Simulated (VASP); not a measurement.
# Ni2H (P-3m1) in VASP: a series of runs

One crystal, Ni2H, is run at these levels: r2SCAN; tasks: single point.

All numbers are computed with VASP 6.6.1; they aren't measurements. Logs are shortened: lines on timing, memory, paths and dates and some standing lists are left out, and cuts for length are marked.

### 1 Starting point

It takes space group P-3m1 (No. 164, trigonal). Conventional cell: a = 2.643 Å, b = 2.643 Å, c = 4.308 Å, α = 90.00°, β = 90.00°, γ = 120.00°. Ni (site symmetry 3m) has 3 H at 1.83 Å as nearest neighbours. H (site symmetry -3m) is surrounded by 6 Ni at 1.83 Å.

### 2 Single point, r2SCAN, collinear spin, ferromagnetic start

Input file INCAR:

```
SYSTEM = Ni2H
ADDGRID  = .FALSE.      
ALGO     = Normal         ! electronic algorithm
EDIFF    = 1E-4           ! SCF threshold, eV
ENCUT    = 520            ! plane-wave cutoff, eV
ISIF     = 2              ! what is computed and relaxed
ISMEAR   = 0              ! smearing method
ISPIN    = 2              ! spin polarisation
LASPH    = .TRUE.         ! aspherical terms in the spheres
LCHARG   = .FALSE.        ! write CHGCAR
LMAXMIX  = 4              ! l up to which the mixer works
LMIXTAU  = .TRUE.       
LORBIT   = 11             ! projections on sites
LREAL    = .FALSE.        ! projectors in reciprocal space
LWAVE    = .FALSE.        ! write WAVECAR
MAGMOM   = 1 1 0          ! initial moments
METAGGA  = R2SCAN         ! meta-GGA
NBANDS   = 22             ! bands
NELM     = 100            ! most SCF steps
PREC     = Accurate       ! precision mode
SIGMA    = 0.05           ! smearing width, eV
```

Input file KPOINTS:

```
k-points
0
G
  7 7 4
  0 0 0
```

Input file POSCAR:

```
Ni2H
1.0
    2.6430000000      0.0000000000      0.0000000000
   -1.3215000000      2.2889051422      0.0000000000
    0.0000000000      0.0000000000      4.3080000000
Ni H
2 1
Direct
    0.6666666667      0.3333333333      0.7670000000
    0.3333333333      0.6666666667      0.2330000000
    0.0000000000      0.0000000000      0.0000000000
```

Potentials or basis: VASP PAW PBE potentials, release 64 (Ni, H_s).

Command:

```bash
$ cat potpaw_PBE.64/Ni/POTCAR potpaw_PBE.64/H_s/POTCAR > POTCAR
$ mpirun -np 1 vasp_std > vasp.out
```

OUTCAR:

```text
SYSTEM = Ni2H
   EDIFF = 1E-4
   ENCUT = 520
   ISIF = 2
   ISMEAR = 0
   ISPIN = 2
   LASPH = .TRUE.
   LORBIT = 11
   LREAL = .FALSE.
   METAGGA = R2SCAN
   NELM = 100
   PREC = Accurate

 Found     28 irreducible k-points:

 Following reciprocal coordinates:
            Coordinates               Weight
  0.000000  0.000000  0.000000      1.000000
  0.142857  0.000000  0.000000      6.000000
  0.285714  0.000000  0.000000      6.000000
  0.428571  0.000000  0.000000      6.000000
  0.142857  0.142857  0.000000      6.000000
  0.285714  0.142857  0.000000     12.000000
   k-points           NKPTS =     28   k-points in BZ     NKDIM =     28   number of bands    NBANDS=     22
   number of dos      NEDOS =    301   number of ions     NIONS =      3
   total plane-waves  NPLWV =  12800
   dimension x,y,z NGX =    20 NGY =   20 NGZ =   32
   dimension x,y,z NGXF=    40 NGYF=   40 NGZF=   64
   ions per type =               2   1
   NGX,Y,Z   is equivalent  to a cutoff of  12.58, 12.58, 12.35 a.u.
   NGXF,Y,Z  is equivalent  to a cutoff of  25.16, 25.16, 24.70 a.u.
 SYSTEM =  Ni2H
   PREC   = accura    normal or accurate (medium, high low for compatibility)
   ISTART =      0    job   : 0-new  1-cont  2-samecut
   ICHARG =      2    charge: 1-file 2-atom 10-const
   ISPIN  =      2    spin polarized calculation?
   LNONCOLLINEAR =      F non collinear calculations
   LSORBIT =      F    spin-orbit coupling
   LASPH  =      T    aspherical Exc in radial PAW
   ENCUT  =  520.0 eV  38.22 Ry    6.18 a.u.   4.91  4.91  8.01*2*pi/ulx,y,z
   NELM   =    100;   NELMIN=  2; NELMDL= -5     # of ELM steps
   EDIFF  = 0.1E-03   stopping-criterion for ELM
   LREAL  =      F    real-space projection
   EDIFFG = 0.1E-02   stopping-criterion for IOM
   NSW    =      0    number of steps for IOM
   IBRION =     -1    ionic relax: 0-MD 1-quasi-New 2-CG
   NFREE  =      0    steps in history (QN), initial steepest desc. (CG)
   ISIF   =      2    stress and relaxation
   ISYM   =      2    0-nonsym 1-usesym 2-fastsym
   POTIM  = 0.5000    time-step for ionic-motion
   TEBEG  =    0.0;   TEEND  =   0.0 temperature during run
   PSTRESS=    0.0 pullay stress
   NELECT =      21.0000    total number of electrons
   NUPDOWN=      -1.0000    fix difference up-down
   EMIN   =  10.00;   EMAX   =-10.00  energy-range for DOS
   EFERMI =   0.00;   METHOD = LEGACY
   ISMEAR =     0;   SIGMA  =   0.05  broadening in eV -4-tet -1-fermi 0-gaus
   EFERMI_NEDOS =   21; number of points for ismear=-14 and -15
   IALGO  =     38    algorithm
   IMIX   =      4    mixing-type and parameters
     AMIX     =   0.40;   BMIX     =  1.00
     AMIX_MAG =   1.60;   BMIX_MAG =  1.00
  volume/ion in A,a.u.               =       8.69        58.62
  Fermi-wavevector in a.u.,A,eV,Ry     =   1.523401  2.878811 31.575750  2.320752
  Thomas-Fermi vector in A             =   2.631850
   LORBIT       =     11    0 simple, 1 ext, 2 COOP (PROOUT), +10 PAW based schemes
   METAGGA = R2SCAN    functional components
   LHFCALC =     F    Hartree Fock is set to
   AEXX    =    0.0000 exact exchange contribution
   IVDW    =     0    specifies the selected vdW correction
   LEPSILON=     F    determine dielectric tensor
   LRPA    =     F    only Hartree local field effects (RPA)
 spin polarized calculation
 Gauss-broadening in eV      SIGMA  =   0.05
  energy-cutoff  :      520.00
  volume of cell :       26.06
 maximum number of plane-waves:       714
   NGX =  9   NGY =  9   NGZ = 17

 number of electron      20.9999989 magnetization       0.8585241

 Free energy of the ion-electron system (eV)
  ---------------------------------------------------
  ext. energy  EPLUGINS =         0.00000000
  ---------------------------------------------------
  free energy    TOTEN  =       -26.94755966 eV

  energy without entropy =      -26.94164507  energy(sigma->0) =      -26.94460236

 E-fermi :   7.7524     XC(G=0): -13.6021

 val. band max:        7.7465913846   @ k =   0.4286   0.0000   0.5000
 cond. band min:       7.7534921800   @ k =   0.2857   0.2857   0.5000
 fundamental gap:      0.0069007954
 Fermi energy:         7.7523837442

 spin component 1

 k-point     1 :       0.0000    0.0000    0.0000
  band No.  band energies     occupation
      1      -3.5292      1.00000
      2       3.1746      1.00000
      3       5.2918      1.00000
      4       5.4895      1.00000
      5       5.4897      1.00000
      6       5.6738      1.00000
[... 14 lines left out ...]
     21      33.1525      0.00000
     22      35.7710      0.00000

 k-point     2 :       0.1429    0.0000    0.0000
  band No.  band energies     occupation
      1      -2.9894      1.00000
      2       3.5500      1.00000
      3       4.5322      1.00000
      4       5.3736      1.00000
      5       5.6139      1.00000
      6       5.6944      1.00000
[... 14 lines left out ...]
     21      33.3428      0.00000
     22      33.5962      0.00000

 k-point     3 :       0.2857    0.0000    0.0000
  band No.  band energies     occupation
      1      -1.5682      1.00000
      2       3.8014      1.00000
      3       4.1594      1.00000
      4       5.0675      1.00000
      5       5.4792      1.00000
      6       5.6464      1.00000
[... 14 lines left out ...]
     21      32.6797      0.00000
     22      33.7963      0.00000

 k-point     4 :       0.4286    0.0000    0.0000
  band No.  band energies     occupation
      1      -0.1060      1.00000
      2       3.4697      1.00000
      3       4.0769      1.00000
      4       5.1445      1.00000
      5       5.4720      1.00000
      6       5.5891      1.00000
[... 14 lines left out ...]
     21      32.0618      0.00000
     22      34.6669      0.00000

 k-point     5 :       0.1429    0.1429    0.0000
  band No.  band energies     occupation
      1      -2.0031      1.00000
      2       4.0272      1.00000
      3       4.0919      1.00000
      4       5.0186      1.00000
      5       5.3931      1.00000
      6       5.7298      1.00000
[... 14 lines left out ...]
     21      32.7774      0.00000
     22      34.0329      0.00000

 k-point     6 :       0.2857    0.1429    0.0000
  band No.  band energies     occupation
      1      -0.5165      1.00000
      2       3.7378      1.00000
      3       4.3085      1.00000
      4       4.8640      1.00000
      5       5.4027      1.00000
      6       5.6082      1.00000
[... 14 lines left out ...]
     21      35.6259      0.00000
     22      36.4087      0.00000

 [... further k-points ...]

 spin component 2

 k-point     1 :       0.0000    0.0000    0.0000
  band No.  band energies     occupation
      1      -3.6383      1.00000
      2       3.6157      1.00000
      3       5.2956      1.00000
      4       6.1066      1.00000
      5       6.1066      1.00000
      6       6.3828      1.00000
[... 14 lines left out ...]
     21      33.1702      0.00000
     22      35.8002      0.00000

 k-point     2 :       0.1429    0.0000    0.0000
  band No.  band energies     occupation
      1      -3.0923      1.00000
      2       4.0325      1.00000
      3       4.6922      1.00000
      4       5.9530      1.00000
      5       6.2339      1.00000
      6       6.2638      1.00000
[... 14 lines left out ...]
     21      33.4090      0.00000
     22      33.7147      0.00000

 k-point     3 :       0.2857    0.0000    0.0000
  band No.  band energies     occupation
      1      -1.6416      1.00000
      2       4.0551      1.00000
      3       4.7027      1.00000
      4       5.5704      1.00000
      5       6.0960      1.00000
      6       6.1335      1.00000
[... 14 lines left out ...]
     21      32.7326      0.00000
     22      33.8490      0.00000

 k-point     4 :       0.4286    0.0000    0.0000
  band No.  band energies     occupation
      1      -0.0977      1.00000
      2       3.7370      1.00000
      3       4.6080      1.00000
      4       5.5178      1.00000
      5       5.9048      1.00000
      6       6.0406      1.00000
[... 14 lines left out ...]
     21      32.1234      0.00000
     22      34.7539      0.00000

 k-point     5 :       0.1429    0.1429    0.0000
  band No.  band energies     occupation
      1      -2.0887      1.00000
      2       4.2459      1.00000
      3       4.6457      1.00000
      4       5.5440      1.00000
      5       5.9321      1.00000
      6       6.2372      1.00000
[... 14 lines left out ...]
     21      32.8558      0.00000
     22      34.0915      0.00000

 k-point     6 :       0.2857    0.1429    0.0000
  band No.  band energies     occupation
      1      -0.5430      1.00000
      2       4.0083      1.00000
      3       4.8563      1.00000
      4       5.3123      1.00000
      5       5.8254      1.00000
      6       6.1684      1.00000
[... 14 lines left out ...]
     21      35.6420      0.00000
     22      36.4679      0.00000

 [... further k-points ...]

------------------------ aborting loop because EDIFF is reached ----------------------------------------

  FORCE on cell =-STRESS in cart. coord.  units (eV):
  Direction    XX          YY          ZZ          XY          YZ          ZX
  --------------------------------------------------------------------------------------
  -------------------------------------------------------------------------------------
  Total       -2.4917265     -2.4917265     -2.0741054      0.0000000      0.0000000      0.0000000
  in kB     -153.1829076   -153.1829076   -127.5089745      0.0000000      0.0000000      0.0000000
  external PRESSURE =    -144.6249299 kB  Pullay stress =       0.0000000 kB

 VOLUME and BASIS-vectors are now :
 -----------------------------------------------------------------------------
  energy-cutoff  :      520.00
  volume of cell :       26.06
      direct lattice vectors                 reciprocal lattice vectors
     2.643000000  0.000000000  0.000000000     0.378357927  0.218445051  0.000000000
    -1.321500000  2.288905142  0.000000000     0.000000000  0.436890102  0.000000000
     0.000000000  0.000000000  4.308000000     0.000000000  0.000000000  0.232126277

 POSITION                                       TOTAL-FORCE (eV/Angst)
 -----------------------------------------------------------------------------------
      1.32150      0.76297      3.30424         0.000000     -0.000000     -1.097479
     -0.00000      1.52594      1.00376        -0.000000      0.000000      1.097479
      0.00000      0.00000      0.00000        -0.000000      0.000000      0.000000
 -----------------------------------------------------------------------------------
    total drift:                               -0.000000      0.000000     -0.000000

  FREE ENERGIE OF THE ION-ELECTRON SYSTEM (eV)
  ---------------------------------------------------
  free  energy   TOTEN  =       -26.9475596590 eV

  energy  without entropy=      -26.9416450666  energy(sigma->0) =      -26.94460236

 total charge

# of ion       s       p       d       tot
------------------------------------------
    1        0.421   0.456   8.396   9.273
    2        0.421   0.456   8.396   9.273
    3        0.697   0.084   0.000   0.782
--------------------------------------------------
tot          1.539   0.997  16.792  19.328

 magnetization (x)

# of ion       s       p       d       tot
------------------------------------------
    1       -0.005  -0.017   0.476   0.454
    2       -0.005  -0.017   0.476   0.454
    3       -0.002  -0.005   0.000  -0.007
--------------------------------------------------
tot         -0.012  -0.039   0.952   0.902
```

Wall time 2.9 min (1 thread of Intel Xeon Platinum 8175M at 2.50GHz (Skylake/Cascade Lake), shared host); peak memory 0.16 GiB.

The run converged, but some of its settings lie outside the range that counts as converged, so its numbers aren't taken as properties of the crystal.

Results:

- Free energy: -26.9476 eV
- Pressure: -14.5 GPa
- Largest force: 1.097 eV/Å
- Band gap on the k mesh: none (metal or under the smearing width)
- Net moment: 0.86 μB per cell
- Site moments: Ni +0.45; H -0.01 μB
- Valence electrons inside the program's atomic spheres: Ni 9.27; H 0.78

Caveat: the k mesh is coarse (spacing up to 0.39 Å⁻¹), so the values aren't converged; the PAW data sets were made with another functional, which shifts forces and pressure a little.

### 3 Single point, r2SCAN, collinear spin, ferromagnetic start

Input file INCAR:

```
SYSTEM = Ni2H
PREC = Accurate
ENCUT = 900
EDIFF = 1E-8
ISMEAR = 0
SIGMA = 0.05
LREAL = .FALSE.
LASPH = .TRUE.
NELM = 100
ALGO = Normal
ISIF = 2
LWAVE = .FALSE.
LCHARG = .FALSE.
ISPIN = 2
MAGMOM = 1 1 0
LORBIT = 11
LMAXMIX = 4
METAGGA = R2SCAN
LMIXTAU = .TRUE.
ADDGRID = .FALSE.
```

Input file KPOINTS:

```
Automatic mesh
0
G
  18 18 10
  0 0 0
```

POSCAR is that of step 2.

Potentials or basis: VASP PAW PBE potentials, release 64 (Ni, H_s).

Command:

```bash
$ cat potpaw_PBE.64/Ni/POTCAR potpaw_PBE.64/H_s/POTCAR > POTCAR
$ mpirun -np 1 vasp_std > vasp.out
```

Wall time 48 min (1 thread of AMD EPYC 9R45 (Zen 5), shared host); peak memory 0.57 GiB.

Results (log left out):

| Property | Result |
| --- | --- |
| Free energy | -26.9361 eV |
| Pressure | -15.0 GPa |
| Largest force | 1.110 eV/Å |
| Band gap on the k mesh | none (metal or under the smearing width) |
| Net moment | 0.85 μB per cell |
| Site moments | Ni +0.45; H -0.01 μB |
| Valence electrons inside the program's atomic spheres | Ni 9.27; H 0.78 |

Forces in eV/Å, atoms in the order of the input:
```
Ni   0.000  0.000 -1.110
Ni   0.000  0.000  1.110
H    0.000  0.000  0.000
```

Stress tensor (GPa, compression positive):
```
-15.91   0.00   0.00
  0.00 -15.91   0.00
  0.00   0.00 -13.21
```

Levels at points of the mesh, in eV from the Fermi level:
Spin up:
```
           k point  band 8  band 9  band 10  band 11  band 12  band 13  band 14  band 15
(0.00, 0.00, 0.00)   -2.00   -1.50    -1.50    -0.77    -0.77     4.18    14.06    21.63
(0.50, 0.00, 0.00)   -0.78   -0.68    -0.59    -0.04     1.96     7.72     7.86     8.09
(0.00, 0.00, 0.50)   -2.20   -1.11    -1.11    -0.89    -0.89     9.29    12.81    15.81
(0.50, 0.00, 0.50)   -1.16   -0.75    -0.68    -0.40     0.82     4.82     5.22    13.15
```
Spin down:
```
           k point  band 6  band 7  band 8  band 9  band 10  band 11  band 12  band 13  band 14  band 15
(0.00, 0.00, 0.00)   -1.35   -1.35   -1.30   -1.03    -1.03    -0.24    -0.24     4.63    14.04    21.73
(0.50, 0.00, 0.00)   -1.72   -1.17   -0.14   -0.06     0.11     0.70     2.38     7.86     7.91     8.17
(0.00, 0.00, 0.50)   -1.63   -1.57   -1.57   -0.62    -0.62    -0.32    -0.32     9.37    12.97    15.83
(0.50, 0.00, 0.50)   -1.11   -0.74   -0.61   -0.03     0.07     0.21     1.01     5.06     5.51    13.19
```

Caveat: so large a pressure means that the cell lies far from this level's equilibrium, or that cutoff or potentials fall short; the potentials were made for another functional, which shifts forces and pressure.
